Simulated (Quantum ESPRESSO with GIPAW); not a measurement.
# Strain and the 17O shielding in CaO

GIPAW runs (PBEsol, plane-wave PAW from pslibrary 1.0.0 recipes, cutoffs 55 and 330 Ry, one 7×7×5 mesh for all shielding runs; Quantum ESPRESSO with GIPAW, a patched development version; no spin-orbit coupling, no macroscopic shape term) on CaO, space group P6_3/mmc before straining. The cell below is strained equally along all axes, and the atoms keep their fractional coordinates.

```
Ca O
1.0
     3.99198    0.00000    0.00000
    -1.99599    3.45715    0.00000
     0.00000    0.00000    4.78484
Ca O
2 2
Direct
  0.66667 0.33333 0.25000
  0.33333 0.66667 0.75000
  0.66667 0.33333 0.75000
  0.33333 0.66667 0.25000
```

The cell is a computed entry of the Materials Project; it need not be the form that is stable at ambient conditions.

The bonds are those of O (atom 3; bound to Ca5). One row is withheld.

| strain (%) | mean bond (Å) | σ_iso Ca (ppm) | σ_iso O (ppm) | span O (ppm) |
| --- | --- | --- | --- | --- |
| -2 | 2.2930 | 907.98 | -204.26 | 101.3 |
| -1.5 | 2.3047 | 914.39 | -200.16 | 99.1 |
| -1 | 2.3164 | ? | ? | ? |
| 0 | 2.3398 | 932.53 | -188.52 | 92.8 |
| +0.5 | 2.3515 | 938.24 | -184.87 | 90.7 |
| +1 | 2.3632 | 943.80 | -181.36 | 88.7 |
| +2 | 2.3866 | 954.46 | -174.66 | 84.7 |

**Task.** Fit σ_iso of O against strain, judge whether a straight line is enough, and predict the withheld row at -1 %.

1. With n = 6: Σx = 0.000, Σy = -1133.83, Σx² = 11.5000, Σxy = 85.645.

2. Slope b = (nΣxy − ΣxΣy)/(nΣx² − (Σx)²) = 7.45 ppm per %, intercept a = (Σy − bΣx)/n = -188.97 ppm.

3. Residuals (run less line), in the order of the table: -0.39, -0.02, +0.45, +0.38, +0.16, -0.58 ppm. They bend in one sense; the largest is 2.0 % of the range of σ, so a line serves for most purposes and a parabola takes up the rest: σ = -188.52 + 7.401 x − 0.236 x², with residuals of 0.01 ppm or less.

4. At -1 % (inside the fitted range) the line gives -196.42 ppm and the parabola -196.16 ppm.

5. The run gives:

| strain (%) | mean bond (Å) | σ_iso Ca (ppm) | σ_iso O (ppm) | span O (ppm) |
| --- | --- | --- | --- | --- |
| -1 | 2.3164 | 920.59 | -196.15 | 97.0 |

Prediction less run: the line misses by -0.27 ppm, the parabola by -0.01 ppm. By the parabola, a strain of +1 % changes σ of O by +7.17 ppm and one of −1 % by -7.64 ppm; the mean slope is +7.45 ppm per %, or 3.2 ppm for 0.01 Å of mean bond length. The shift moves the opposite way, scaled by the slope of a reference line. Over the table σ of Ca goes from 907.98 to 954.46 ppm. Zero strain is the database's lattice, not this functional's rest cell, and neither cutoff nor mesh was tested for the slopes. The omitted shape term, common to all sites, changes with strain too. This build of gipaw.x prints that it is not audited and that its numbers are no references by themselves. 17O is quadrupolar, so a real line also moves with the field gradient, which is not computed here. pw.x warned of eigenvalues not converged in some cycles of these runs, which then met the threshold.

[Banner, clock, file and message-heading lines were taken out of the pw.x and gipaw.x logs.]

[Logs are printed without paths, hosts, clocks, repeated set-up lines and the standing remarks that a program may print on its own settings, such as how far it seeks lower states.]

[Hosts, paths, dates, database ids (printed as entryN), source tags and the programs' standing remarks are cut or masked in the printed files.]
